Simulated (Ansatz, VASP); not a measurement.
PtSe2 (Sudovikovite) in VASP and in Ansatz

Contents of INCAR:

```
PREC = Accurate
ENCUT = 520
EDIFF = 1E-6
ISMEAR = 1
SIGMA = 0.025
LREAL = F
LASPH = T
NELM = 60
ALGO = Normal
ISIF = 2
LWAVE = F
LCHARG = F
GGA = PE
NBANDS = 18
```

The input KPOINTS:

```
Automatic mesh
0
Gamma
  9 9 6
```

File POSCAR:

```
PtSe2
1.0
    3.7240000000      0.0000000000      0.0000000000
   -1.8620000000      3.2250800000      0.0000000000
    0.0000000000      0.0000000000      5.0620000000
Pt Se
1 2
Direct
    0.0000000000      0.0000000000      0.0000000000
    0.3333333333      0.6666666667      0.2500000000
    0.6666666667      0.3333333333      0.7500000000
```

Input for Ansatz:

```yaml
crystal:
  lattice:
    - [3.724, 0.0, 0.0]
    - [-1.862, 3.22508, 0.0]
    - [0.0, 0.0, 5.062]
  atoms:
    - { symbol: Pt, position: [0.0, 0.0, 0.0] }
    - { symbol: Se, position: [0.3333333333333333, 0.6666666666666666, 0.25] }
    - { symbol: Se, position: [0.6666666666666666, 0.3333333333333333, 0.75] }
kpoints:
  mp_grid:
    grid: [9, 9, 6]
hamiltonian:
  xc: pbe
scf:
  occupations:
    method: cold
    width: 0.025
output:
  stress: true
```

Alike in both runs: task single point; functional PBE; k mesh 9 × 9 × 6; no spin polarisation.

```csv
,VASP,Ansatz
version,VASP 6.6.1,Ansatz 0.2.0
potentials or method,"VASP PAW PBE potentials, release 64 (Pt, Se)","plane waves, PAW"
plane-wave cutoff (eV),520,420
occupations,"methfessel-paxton of order 1, width 0.025 eV","cold, width 0.025 eV"
valence electrons in the cell,22,50
```

```tsv
	VASP	Ansatz	Ansatz less VASP
pressure (GPa)	7.3	7.3	0.00
largest component of the traceless stress (GPa)	1.30	1.28	-0.028
```

The two sets of potentials don't hold the same shells in valence.

The runs have no spin-orbit coupling, so splittings on Pt are missing.
